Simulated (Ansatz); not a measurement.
A crystal relaxed with r2SCAN in Ansatz has space group Fm-3m (No. 225) and a = 5.318 Å.

```tsv
atom	site	x	y	z
Xx	4a	0.0000	0.0000	0.0000
F	4b	0.5000	0.0000	0.0000
```

r2SCAN gives a direct gap of 6.91 eV at Γ. With HSE06 the gap is 8.26 eV and direct, at Γ. PBE gives a direct gap of 6.26 eV at Γ. Meshes: r2SCAN 8×8×8, HSE06 6×6×6, PBE 8×8×8. r2SCAN's ε∞ is 1.9 in all directions.

Problem. Which element is Xx?
A. H
B. K
C. Na
D. Rb

Solution. B. Xx is K: KF built on the rocksalt prototype. K is surrounded by 6 F at 2.66 Å; F is surrounded by 6 K at 2.66 Å.

No spin polarisation and no zero-point or thermal motion.

The meshes of the hybrids are coarse, so their gaps aren't converged to the digits shown.
